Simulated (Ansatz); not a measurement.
# Pt (Fm-3m): comparison of functionals at one structure from a Python script

A script is to give a comparison of functionals at one structure; the system is Pt (Fm-3m).

All numbers are computed with the Python package of Ansatz 0.2.0. The levels of theory stand in the script.

### 1 Starting point

Symmetry: Fm-3m, No. 225, cubic system. The conventional cell has a = 3.922 Å, b = 3.922 Å, c = 3.922 Å, α = 90.00°, β = 90.00°, γ = 90.00°. Pt (site symmetry m-3m) is surrounded by 12 Pt at 2.77 Å.

The script holds or builds the structure itself.

### 2 The code

xc_pt.py reads:

```python
# -*- coding: utf-8 -*-
import warnings

import ansatz as az
from ase import Atoms


def main():
    warnings.simplefilter("ignore", az.DeckWarning)

    atoms = Atoms(
        ["Pt"],
        scaled_positions=[
            (0.0, 0.0, 0.0),
        ],
        cell=[
            (0.0, 1.9609, 1.9609),
            (1.9609, 0.0, 1.9609),
            (1.9609, 1.9609, 0.0),
        ],
        pbc=True,
    )
    structure = az.Crystal.from_ase(atoms)

    job = (
        structure.calculation()
        .kpoints(6, center="monkhorst-pack")
        .occupations("fermi_dirac", width=50 * az.meV)
        .mixing("broyden", beta=0.2)
        .scf(tolerance=1e-09, extra_bands=6)
        .forces()
        .stress()
    )

    rows = []
    for value in ["rpbe", "blyp", "r2scan", "pbesol", "revpbe"]:
        report = job.functional(value).run(threads=1, pin="off").report
        rows.append((value, report["free_energy_ev"] / len(report["lattice"]["sites"]), report["n_iterations"], sum(report["stress_gpa"][i][i] for i in range(3)) / 3, max(abs(f) for row in report["forces_ev_ang"] for f in row), report["n_kpoints"]))

    print("  functional   F/atom (eV)    iterations       P (GPa)  max component (eV/A)      k-points")
    for row in rows:
        print(f"{str(row[0]):>12s}  {row[1]:12.5f}  {row[2]:12d}  {row[3]:12.3f}  {row[4]:20.4f}  {row[5]:12d}")


if __name__ == "__main__":
    main()
```

### 3 The input behind the calls

The engine receives this input (first run):

```yaml
crystal:
  lattice:
    - [0.0, 1.9609, 1.9609]
    - [1.9609, 0.0, 1.9609]
    - [1.9609, 1.9609, 0.0]
  atoms:
    - { symbol: Pt, position: [0.0, 0.0, 0.0] }
kpoints:
  mp_grid:
    grid: [6, 6, 6]
    shift: [0.5, 0.5, 0.5]
hamiltonian:
  xc: rpbe
scf:
  n_extra_bands: 6
  convergence:
    dr2_threshold: 1.0e-09
  mixing:
    algorithm: broyden
    beta: 0.2
  occupations:
    method: fermi_dirac
    width: 0.05
output:
  forces: true
  stress: true
```

### 4 Launch

Command:

```
> python xc_pt.py
```

Log:

```text
  functional   F/atom (eV)    iterations       P (GPa)  max component (eV/A)      k-points
        rpbe  -12536.77449             8        14.188                0.0000            28
        blyp  -12548.96789            10        25.222                0.0000            28
      r2scan  -12536.80883            10         3.745                0.0000            28
      pbesol  -12383.84181             9        -0.952                0.0000            28
      revpbe  -12532.81322             8        12.968                0.0000            28
```

It took 5.8 s on 1 thread of Arm Neoverse V1, shared host; peak memory 0.39 GiB.

### 5 What changed from run to run

The engine's inputs for some of the other runs:

Run 3, against run 1:

```diff
@@ -13 +13 @@
-  xc: rpbe
+  xc: r2scan
```

Run 4, against run 1:

```diff
@@ -13 +13 @@
-  xc: rpbe
+  xc: pbesol
```

Run 5, against run 1:

```diff
@@ -13 +13 @@
-  xc: rpbe
+  xc: revpbe
```

### 6 Run by run

The 5 runs, in the order started:

```
run  functional  energy (eV/atom)  pressure (GPa)  SCF cycles  CPU time (s)
  1        rpbe       -12536.7745           14.19           8          0.63
  2        blyp       -12548.9679           25.22          10          0.63
  3      r2scan       -12536.8088            3.75          10           2.1
  4      pbesol       -12383.8418           -0.95           9          0.62
  5      revpbe       -12532.8132           12.97           8           0.6
```

Energies are free energies F = E - TS of the smeared occupations. Totals under unlike functionals or potentials can't be compared directly.

### 7 What came out

```
             quantity                             value
        runs compared                                 5
pressure at this cell  -1.0 (pbesol) to 25.2 GPa (blyp)
```

In words: From lowest to highest: PBEsol (-1.0 GPa), r2SCAN (3.7 GPa), revPBE (13.0 GPa), RPBE (14.2 GPa) and BLYP (25.2 GPa). At a fixed cell a lower pressure usually means a smaller equilibrium volume, so PBEsol prefers the smallest cell and BLYP the largest. For a metal this mesh is coarse. The program warned that this SCF threshold is loose for forces or stresses. The mesh has less symmetry than the crystal, which the program warned of. Forces vanish by symmetry here and test nothing. Pressure is positive in compression. Spin-orbit coupling, which matters for elements this heavy, is left out. Total energies of different functionals can't be compared; pressures, moments and gaps at this one structure can.
